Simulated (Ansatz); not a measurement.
Cu-65 nuclear quadrupole resonance in Cu₂O

Cell: an entry of the Crystallography Open Database (COD) whose atoms were relaxed with PBE, the cell held.

Space group Pn-3m:1 (No. 224); a = 4.2600 Å.

| site | Wyckoff | site symmetry | x | y | z |
| --- | --- | --- | --- | --- | --- |
| Cu | 4b | .-3m | 0.2500 | 0.2500 | 0.2500 |
| O | 2a | -43m | 0.0000 | 0.0000 | 0.0000 |

One atom of each set is listed.

Method: Kohn–Sham DFT in Ansatz, r2SCAN, plane waves and PAW, scalar-relativistic, 500 eV cutoff, Γ-centred 7×7×7 k-points, Fermi–Dirac smearing 0.02 eV.

Cu-65: I = 3/2, Q = -204.0 mb (year-2017 value). Static lattice, zero field.

Q: At which frequencies do the Cu-65 NQR lines lie?

A: For I = 3/2 there is one line, ν = (|C_Q|/2)(1 + η²/3)^½.

```json
{"site": "Cu", "atoms": "4", "V_zz (10²¹ V/m²)": "-7.84", "C_Q (MHz)": "38.7", "η": "0.00", "line frequencies (MHz)": "19.3"}
```

Q: And for ⁶³Cu (I = 3/2, Q = -220.0 mb) on Cu?

A: C_Q scales with Q to 41.7 MHz, with lines at 20.9 MHz.

An axis of threefold or higher order runs through Cu, so V_zz lies along it and η is zero.

Semilocal functionals underestimate gradients at Cu(I) with two or three neighbours, in Cu₂O by a fifth to nearly a half.
